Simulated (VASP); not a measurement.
# KMgF3 (Pm-3m) in VASP: a series of runs

One crystal, KMgF3, is run at these levels: PBE; tasks: single point.

All numbers are computed with VASP 6.6.1; they aren't measurements. Logs are shortened: lines on timing, memory, paths and dates and some standing lists are left out, and cuts for length are marked.

## 1. The crystal as given

Symmetry: Pm-3m, No. 221, cubic system. The conventional cell has a = 3.986 Å, b = 3.986 Å, c = 3.986 Å, α = 90.00°, β = 90.00°, γ = 90.00°. K (site symmetry m-3m) is surrounded by 12 F at 2.82 Å. Mg (site symmetry m-3m) is surrounded by 6 F at 1.99 Å. Around F (site symmetry 4/mmm) lie 2 Mg at 1.99 Å.

## 2. Single point, PBE

The input, INCAR:

```
  PREC = Accurate
  ENCUT = 520
  EDIFF = 1E-6
  ISMEAR = 0
  SIGMA = 0.05
  LREAL = F
  LASPH = T
  NELM = 100
  ALGO = Normal
  ISIF = 2
  LWAVE = F
  LCHARG = T
  GGA = PE
  LELF = T
  LVHAR = T
  NBANDS = 24
```

The input, KPOINTS:

```
Automatic mesh
0
Gamma
  6 6 6
```

The input, POSCAR:

```
KMgF3
1.0
    3.9859000000      0.0000000000      0.0000000000
    0.0000000000      3.9859000000      0.0000000000
    0.0000000000      0.0000000000      3.9859000000
K Mg F
1 1 3
Direct
    0.5000000000      0.5000000000      0.5000000000
    0.0000000000      0.0000000000      0.0000000000
    0.5000000000      0.0000000000      0.0000000000
    0.0000000000      0.5000000000      0.0000000000
    0.0000000000      0.0000000000      0.5000000000
```

Potentials or basis: VASP PAW PBE potentials, release 64 (K_sv, Mg, F).

Command:

```sh
> cat potpaw_PBE.64/K_sv/POTCAR potpaw_PBE.64/Mg/POTCAR potpaw_PBE.64/F/POTCAR > POTCAR
> mpirun -np 1 vasp_std > vasp.out
```

OUTCAR:

```text
PREC = Accurate
   ENCUT = 520
   EDIFF = 1E-6
   ISMEAR = 0
   LREAL = F
   LASPH = T
   NELM = 100
   ISIF = 2
   GGA = PE

 ion  position               nearest neighbor table
   1  0.500  0.500  0.500-   3 2.82   4 2.82   5 2.82   3 2.82   4 2.82   3 2.82   5 2.82   3 2.82
                             4 2.82   5 2.82   4 2.82   5 2.82   2 3.45   2 3.45   2 3.45   2 3.45
   2  0.000  0.000  0.000-   3 1.99   4 1.99   5 1.99   5 1.99   4 1.99   3 1.99   1 3.45   1 3.45
                             1 3.45   1 3.45   1 3.45   1 3.45   1 3.45   1 3.45
   3  0.500  0.000  0.000-   2 1.99   2 1.99   1 2.82   1 2.82   1 2.82   1 2.82
   4  0.000  0.500  0.000-   2 1.99   2 1.99   1 2.82   1 2.82   1 2.82   1 2.82
   5  0.000  0.000  0.500-   2 1.99   2 1.99   1 2.82   1 2.82   1 2.82   1 2.82

  LATTYP: Found a simple cubic cell.
 ALAT       =     3.9859000000

  Lattice vectors:

 A1 = (   3.9859000000,   0.0000000000,   0.0000000000)
 A2 = (   0.0000000000,   3.9859000000,   0.0000000000)
 A3 = (   0.0000000000,   0.0000000000,   3.9859000000)

Analysis of symmetry for initial positions (statically):
=====================================================================
 Subroutine PRICEL returns:
 Original cell was already a primitive cell.

 Routine SETGRP: Setting up the symmetry group for a
 simple cubic supercell.

 Subroutine GETGRP returns: Found 48 space group operations
 (whereof 48 operations were pure point group operations)
 out of a pool of 48 trial point group operations.

The static configuration has the point symmetry O_h .

Analysis of symmetry for dynamics (positions and initial velocities):
=====================================================================
 Subroutine PRICEL returns:
 Original cell was already a primitive cell.

 Routine SETGRP: Setting up the symmetry group for a
 simple cubic supercell.

 Subroutine GETGRP returns: Found 48 space group operations
 (whereof 48 operations were pure point group operations)
 out of a pool of 48 trial point group operations.

The dynamic configuration has the point symmetry O_h .

 Subroutine INISYM returns: Found 48 space group operations
 (whereof 48 operations are pure point group operations),
 and found     1 'primitive' translations

----------------------------------------------------------------------------------------

                                     Primitive cell

  volume of cell :      63.3256

  direct lattice vectors                    reciprocal lattice vectors
     3.985900000  0.000000000  0.000000000     0.250884367  0.000000000  0.000000000
     0.000000000  3.985900000  0.000000000     0.000000000  0.250884367  0.000000000
     0.000000000  0.000000000  3.985900000     0.000000000  0.000000000  0.250884367

  length of vectors
     3.985900000  3.985900000  3.985900000     0.250884367  0.250884367  0.250884367

  position of ions in fractional coordinates (direct lattice)
     0.500000000  0.500000000  0.500000000
     0.000000000  0.000000000  0.000000000
     0.500000000  0.000000000  0.000000000
     0.000000000  0.500000000  0.000000000
     0.000000000  0.000000000  0.500000000

  ion indices of the primitive-cell ions
   primitive index   ion index
                 1           1
                 2           2
                 3           3
                 4           4
                 5           5

----------------------------------------------------------------------------------------

 KPOINTS: Automatic mesh

Automatic generation of k-mesh.
 Grid dimensions read from file:
 generate k-points for:    6    6    6

 Generating k-lattice:

  Cartesian coordinates                     Fractional coordinates (reciprocal lattice)
     0.041814061  0.000000000  0.000000000     0.166666667  0.000000000  0.000000000
     0.000000000  0.041814061  0.000000000     0.000000000  0.166666667  0.000000000
     0.000000000  0.000000000  0.041814061     0.000000000  0.000000000  0.166666667

  Length of vectors
     0.041814061  0.041814061  0.041814061

  Shift w.r.t. Gamma in fractional coordinates (k-lattice)
     0.000000000  0.000000000  0.000000000

 Subroutine IBZKPT returns following result:
 ===========================================

 Found     20 irreducible k-points:

 Following reciprocal coordinates:
            Coordinates               Weight
  0.000000  0.000000  0.000000      1.000000
  0.166667  0.000000  0.000000      6.000000
  0.333333  0.000000  0.000000      6.000000
  0.500000  0.000000  0.000000      3.000000
  0.166667  0.166667  0.000000     12.000000
  0.333333  0.166667  0.000000     24.000000
[... 12 lines left out ...]
  0.500000  0.500000  0.333333      6.000000
  0.500000  0.500000  0.500000      1.000000
   k-points           NKPTS =     20   k-points in BZ     NKDIM =     20   number of bands    NBANDS=     24
   number of dos      NEDOS =    301   number of ions     NIONS =      5
   total plane-waves  NPLWV =  27000
   dimension x,y,z NGX =    30 NGY =   30 NGZ =   30
   dimension x,y,z NGXF=    60 NGYF=   60 NGZF=   60
   ions per type =               1   1   3
   NGX,Y,Z   is equivalent  to a cutoff of  12.51, 12.51, 12.51 a.u.
   NGXF,Y,Z  is equivalent  to a cutoff of  25.03, 25.03, 25.03 a.u.
 SYSTEM =  unknown system
   PREC   = accura    normal or accurate (medium, high low for compatibility)
   ISTART =      0    job   : 0-new  1-cont  2-samecut
   ICHARG =      2    charge: 1-file 2-atom 10-const
   ISPIN  =      1    spin polarized calculation?
   LNONCOLLINEAR =      F non collinear calculations
   LSORBIT =      F    spin-orbit coupling
   LASPH  =      T    aspherical Exc in radial PAW
   ENCUT  =  520.0 eV  38.22 Ry    6.18 a.u.   7.41  7.41  7.41*2*pi/ulx,y,z
   NELM   =    100;   NELMIN=  2; NELMDL= -5     # of ELM steps
   EDIFF  = 0.1E-05   stopping-criterion for ELM
   LREAL  =      F    real-space projection
   EDIFFG = 0.1E-04   stopping-criterion for IOM
   NSW    =      0    number of steps for IOM
   IBRION =     -1    ionic relax: 0-MD 1-quasi-New 2-CG
   NFREE  =      0    steps in history (QN), initial steepest desc. (CG)
   ISIF   =      2    stress and relaxation
   ISYM   =      2    0-nonsym 1-usesym 2-fastsym
   POTIM  = 0.5000    time-step for ionic-motion
   TEBEG  =    0.0;   TEEND  =   0.0 temperature during run
   PSTRESS=    0.0 pullay stress
   NELECT =      32.0000    total number of electrons
   NUPDOWN=      -1.0000    fix difference up-down
   EMIN   =  10.00;   EMAX   =-10.00  energy-range for DOS
   EFERMI =   0.00;   METHOD = LEGACY
   ISMEAR =     0;   SIGMA  =   0.05  broadening in eV -4-tet -1-fermi 0-gaus
   EFERMI_NEDOS =   21; number of points for ismear=-14 and -15
   IALGO  =     38    algorithm
   IMIX   =      4    mixing-type and parameters
     AMIX     =   0.40;   BMIX     =  1.00
     AMIX_MAG =   1.60;   BMIX_MAG =  1.00
  volume/ion in A,a.u.               =      12.67        85.47
  Fermi-wavevector in a.u.,A,eV,Ry     =   1.303962  2.464132 23.134232  1.700318
  Thomas-Fermi vector in A             =   2.434930
   LORBIT       =      0    0 simple, 1 ext, 2 COOP (PROOUT), +10 PAW based schemes
   GGA     = PE    functional components
   LHFCALC =     F    Hartree Fock is set to
   AEXX    =    0.0000 exact exchange contribution
   IVDW    =     0    specifies the selected vdW correction
   LEPSILON=     F    determine dielectric tensor
   LRPA    =     F    only Hartree local field effects (RPA)
 non-spin polarized calculation
 Gauss-broadening in eV      SIGMA  =   0.05
  energy-cutoff  :      520.00
  volume of cell :       63.33
 maximum number of plane-waves:      1743
 NGX is ok and might be reduce to    30
   NGX = 15   NGY = 15   NGZ = 15

 number of electron      31.9999958 magnetization

 Free energy of the ion-electron system (eV)
  ---------------------------------------------------
  ext. energy  EPLUGINS =         0.00000000
  ---------------------------------------------------
  free energy    TOTEN  =       -24.41464464 eV

  energy without entropy =      -24.41464464  energy(sigma->0) =      -24.41464464

 E-fermi :  -1.2642     XC(G=0):  -9.6841

 val. band max:       -1.6009110944   @ k =   0.5000   0.5000   0.5000
 cond. band min:       5.7036738943   @ k =   0.0000   0.0000   0.0000
 fundamental gap:      7.3045849887
 Fermi energy:        -1.2642390992

 k-point     1 :       0.0000    0.0000    0.0000
  band No.  band energies     occupation
      1     -27.2549      2.00000
      2     -21.7200      2.00000
      3     -21.0665      2.00000
      4     -21.0665      2.00000
      5     -10.7471      2.00000
      6     -10.7471      2.00000
[... 16 lines left out ...]
     23      12.4126      0.00000
     24      15.3208      0.00000

 k-point     2 :       0.1667    0.0000    0.0000
  band No.  band energies     occupation
      1     -27.2479      2.00000
      2     -21.6901      2.00000
      3     -21.1033      2.00000
      4     -21.0637      2.00000
      5     -10.7434      2.00000
      6     -10.7334      2.00000
[... 16 lines left out ...]
     23      12.4080      0.00000
     24      15.1940      0.00000

 k-point     3 :       0.3333    0.0000    0.0000
  band No.  band energies     occupation
      1     -27.2337      2.00000
      2     -21.6162      2.00000
      3     -21.1911      2.00000
      4     -21.0596      2.00000
      5     -10.7362      2.00000
      6     -10.7056      2.00000
[... 16 lines left out ...]
     23      12.3623      0.00000
     24      14.7842      0.00000
[... 406 lines left out ...]
 k-point    19 :       0.5000    0.5000    0.3333
  band No.  band energies     occupation
      1     -27.1961      2.00000
      2     -21.2614      2.00000
      3     -21.2534      2.00000
      4     -21.2534      2.00000
      5     -10.9049      2.00000
      6     -10.9049      2.00000
[... 16 lines left out ...]
     23      13.1674      0.00000
     24      13.1674      0.00000

 k-point    20 :       0.5000    0.5000    0.5000
  band No.  band energies     occupation
      1     -27.1927      2.00000
      2     -21.2487      2.00000
      3     -21.2487      2.00000
      4     -21.2487      2.00000
      5     -10.9325      2.00000
      6     -10.9325      2.00000
[... 16 lines left out ...]
     23      13.5612      0.00000
     24      13.5612      0.00000

------------------------ aborting loop because EDIFF is reached ----------------------------------------

  FORCE on cell =-STRESS in cart. coord.  units (eV):
  Direction    XX          YY          ZZ          XY          YZ          ZX
  --------------------------------------------------------------------------------------
  -------------------------------------------------------------------------------------
  Total        1.3269098      1.3269098      1.3269098      0.0000000     -0.0000000      0.0000000
  in kB       33.5716579     33.5716579     33.5716579      0.0000000     -0.0000000      0.0000000
  external PRESSURE =      33.5716579 kB  Pullay stress =       0.0000000 kB

 VOLUME and BASIS-vectors are now :
 -----------------------------------------------------------------------------
  energy-cutoff  :      520.00
  volume of cell :       63.33
      direct lattice vectors                 reciprocal lattice vectors
     3.985900000  0.000000000  0.000000000     0.250884367  0.000000000  0.000000000
     0.000000000  3.985900000  0.000000000     0.000000000  0.250884367  0.000000000
     0.000000000  0.000000000  3.985900000     0.000000000  0.000000000  0.250884367

 POSITION                                       TOTAL-FORCE (eV/Angst)
 -----------------------------------------------------------------------------------
      1.99295      1.99295      1.99295         0.000000      0.000000      0.000000
      0.00000      0.00000      0.00000         0.000000      0.000000      0.000000
      1.99295      0.00000      0.00000         0.000000      0.000000      0.000000
      0.00000      1.99295      0.00000         0.000000      0.000000      0.000000
      0.00000      0.00000      1.99295         0.000000      0.000000      0.000000
 -----------------------------------------------------------------------------------
    total drift:                                0.000000     -0.000000      0.000000

  FREE ENERGIE OF THE ION-ELECTRON SYSTEM (eV)
  ---------------------------------------------------
  free  energy   TOTEN  =       -24.4146446365 eV

  energy  without entropy=      -24.4146446365  energy(sigma->0) =      -24.41464464
```

Run time: 32 s. Hardware: 1 thread of AMD EPYC 7R13 (Zen 3), shared host; peak memory 0.15 GiB.

Results:

```
Free energy            : -24.4146 eV
Pressure               : 3.4 GPa
Band gap on the k mesh : 7.30 eV, indirect (least direct gap 7.63 eV)
```

Levels at points of the mesh, in eV from the valence-band top:
| k point | band 12 | band 13 | band 14 | band 15 | band 16 | band 17 | band 18 | band 19 | band 20 | band 21 |
| --- | --- | --- | --- | --- | --- | --- | --- | --- | --- | --- |
| (0.00, 0.00, 0.00) | -0.62 | -0.62 | -0.32 | -0.32 | -0.32 | 7.30 | 10.08 | 10.08 | 12.24 | 12.24 |
| (0.50, 0.00, 0.00) | -0.87 | -0.86 | -0.86 | -0.53 | -0.53 | 10.12 | 10.45 | 11.12 | 12.82 | 12.82 |
| (0.50, 0.50, 0.00) | -1.04 | -1.04 | -0.89 | -0.89 | -0.02 | 10.92 | 11.70 | 12.63 | 12.63 | 12.83 |
| (0.50, 0.50, 0.50) | -1.12 | -1.12 | 0.00 | 0.00 | 0.00 | 10.44 | 10.44 | 10.44 | 14.00 | 14.08 |

## 3. Single point, PBE

The input, INCAR:

```
PREC = Accurate ; ENCUT = 520
EDIFF = 1E-6 ; ISMEAR = 0
SIGMA = 0.05 ; LREAL = False
LASPH = True ; NELM = 100
ALGO = Normal ; ISIF = 2
LWAVE = False ; LCHARG = False
GGA = PE ; NBANDS = 24
```

The input, KPOINTS:

```
regular mesh
0
Gamma
  6 6 6
```

POSCAR is that of step 2.

Potentials or basis: VASP PAW PBE potentials, release 64 (K_sv, Mg, F).

Command:

```sh
> cat potpaw_PBE.64/K_sv/POTCAR potpaw_PBE.64/Mg/POTCAR potpaw_PBE.64/F/POTCAR > POTCAR
> mpirun -np 1 vasp_std > vasp.out
```

Run time: 38 s. Hardware: 1 thread of AMD EPYC 7R13 (Zen 3), shared host; peak memory 0.15 GiB.

Results (log left out):

```yaml
Free_energy: -24.4146 eV
Pressure: 3.4 GPa
Band_gap_on_the_k_mesh: 7.30 eV, indirect (least direct gap 7.63 eV)
```

Levels at points of the mesh, in eV from the valence-band top:
```tsv
k point	band 14	band 15	band 16	band 17	band 18	band 19
(0.00, 0.00, 0.00)	-0.32	-0.32	-0.32	7.30	10.08	10.08
(0.50, 0.00, 0.00)	-0.86	-0.53	-0.53	10.12	10.45	11.12
(0.50, 0.50, 0.00)	-0.89	-0.89	-0.02	10.92	11.70	12.63
(0.50, 0.50, 0.50)	0.00	0.00	0.00	10.44	10.44	10.44
```
